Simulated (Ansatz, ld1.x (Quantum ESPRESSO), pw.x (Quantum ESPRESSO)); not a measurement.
**pw.x on bcc Ca: one setting changed**

Potential: PAW, ld1.x (Quantum ESPRESSO) 7.5, PBE; core [Ne], reference 3s2 3p6 3d0 4s2 4p0; waves: 3s (bound): rcut 2.00, rcutus 2.35 bohr; 4s (bound): rcut 2.00, rcutus 2.35 bohr; 3p (bound): rcut 1.75, rcutus 1.85 bohr; 4p (bound, empty): rcut 1.75, rcutus 1.85 bohr; 3d (bound, empty): rcut 2.45, rcutus 3.25 bohr; 3d channel at 1.1 Ry: rcut 2.45, rcutus 3.25 bohr; local part: all-electron potential smoothed inside 1.45 bohr (lloc = -2); core correction: none; augmentation: BESSEL, radius 1.75 bohr.

The reference run (k-mesh 11³, cutoffs 50/400 Ry, Fermi–Dirac 0.01 Ry, mixing_beta 0.4, conv_thr 1e-9, no spin) gives -0.03 GPa at 42.182 Å³/atom, where all-electron LAPW gives 0.00 GPa. This run, with its own iteration cap, changes startingwfc to atomic.

```
&control
  calculation='scf', prefix='x', pseudo_dir='./', outdir='./tmp', tstress=.true., disk_io='none'
/
&system
  ibrav=0, nat=1, ntyp=1, ecutwfc=50, ecutrho=400, nbnd=12,
  occupations='smearing', smearing='fd', degauss=0.01
/
&electrons
  conv_thr=1e-09, mixing_beta=0.4, electron_maxstep=50, startingwfc='atomic'
/
ATOMIC_SPECIES
Ca 1.0 Ca.UPF
CELL_PARAMETERS angstrom
  -2.19291800 2.19291800 2.19291800
  2.19291800 -2.19291800 2.19291800
  2.19291800 2.19291800 -2.19291800
ATOMIC_POSITIONS crystal
Ca 0.0000 0.0000 0.0000
K_POINTS automatic
11 11 11 0 0 0
```

```bash
pw.x < Ca.scf.in > Ca.scf.out
```

Task: How does the run end?

Result: It converges in 7 iterations; the free energy moves by +0.0 meV/atom and the pressure by +0.01 GPa. The result is that of the reference run.

```
Message from routine setup:
     using ibrav=0 with symmetry is DISCOURAGED, use correct ibrav instead
     lattice parameter (alat)  =       7.1776  a.u.
     unit-cell volume          =     284.6582 (a.u.)^3
     number of electrons       =        10.00
     number of Kohn-Sham states=           12
     kinetic-energy cutoff     =      50.0000  Ry
     charge density cutoff     =     400.0000  Ry
     scf convergence threshold =      1.0E-09
     Exchange-correlation= SLA  PW   PBX  PBC
     number of k points=    56  Fermi-Dirac smearing, width (Ry)=  0.0100
     iteration #  1     ecut=    50.00 Ry     beta= 0.40
     total energy              =    -133.52267243 Ry
     estimated scf accuracy    <       0.00488722 Ry
     iteration #  2     ecut=    50.00 Ry     beta= 0.40
     total energy              =    -133.52301264 Ry
     estimated scf accuracy    <       0.00176969 Ry
     iteration #  3     ecut=    50.00 Ry     beta= 0.40
     total energy              =    -133.52312132 Ry
     estimated scf accuracy    <       0.00003072 Ry
     iteration #  4     ecut=    50.00 Ry     beta= 0.40
     total energy              =    -133.52318715 Ry
     estimated scf accuracy    <       0.00000333 Ry
     iteration #  5     ecut=    50.00 Ry     beta= 0.40
     total energy              =    -133.52318904 Ry
     estimated scf accuracy    <       0.00000107 Ry
     iteration #  6     ecut=    50.00 Ry     beta= 0.40
     total energy              =    -133.52318902 Ry
     estimated scf accuracy    <       0.00000051 Ry
     iteration #  7     ecut=    50.00 Ry     beta= 0.40
     the Fermi energy is     4.9614 ev
!    total energy              =    -133.52318909 Ry
     estimated scf accuracy    <          5.7E-10 Ry
     smearing contrib. (-TS)   =      -0.00624325 Ry
     The total energy is F=E-TS. E is the sum of the following terms:
     one-electron contribution =     -37.44496853 Ry
     hartree contribution      =      20.59826189 Ry
     xc contribution           =     -10.19216079 Ry
     ewald contribution        =     -43.90951706 Ry
     one-center paw contrib.   =     -62.56856135 Ry
     convergence has been achieved in   7 iterations
          total   stress  (Ry/bohr**3)                   (kbar)     P=       -0.16
     Message from routine punch:
     Nothing written, as per user request (disk_io='none')
```

The run took about 22 s on one core of a shared host (Neoverse-V1, 32 threads, 247 GiB, load 11).
